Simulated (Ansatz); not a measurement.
Runs of Ansatz 0.2.0 on HfO2. It takes space group Fm-3m (No. 225, cubic). Conventional cell: a = 5.115 Å, b = 5.115 Å, c = 5.115 Å, α = 90.00°, β = 90.00°, γ = 90.00°. Around Hf (site symmetry m-3m) lie 8 O at 2.21 Å. Around O (site symmetry -43m) lie 4 Hf at 2.21 Å. Measurements of this composition are mostly on another form, of space group No. 14.

```csv
screening (1/Å),gap on the mesh (eV),pressure (GPa)
0.2,5.71,-8.8
0.15,(b),-8.9
0.6,4.85,-7.4
0.4,5.20,-8.2
0.3,5.43,(a)
0.1,(c),-8.9
```

Alike in all rows: task single point; level HSE06 form with a typed share of exact exchange; potentials or basis Ansatz PAW; no spin polarisation; cell as given; k mesh 5 × 5 × 5; cutoff (eV) 420; smearing fermi-dirac 0.05 eV; the mesh is coarse, so values aren't converged.

Question: Estimate the missing entries.

Answer: (a) -8.5; (b) 5.88; (c) 6.05.

Caveats: all runs use coarse meshes; odd divisions of the mesh miss points on the zone boundary, where band edges often lie, so the gap on the mesh can be too wide; spin-orbit coupling is left out, which moves the levels of the heavy elements; the PAW data sets come from PBE, with cores solved anew for the run's functional, which leaves a small shift of forces and pressure; the thresholds are loose for stress.

A k mesh can miss the band edges, and the runs leave out spin-orbit coupling on Hf.
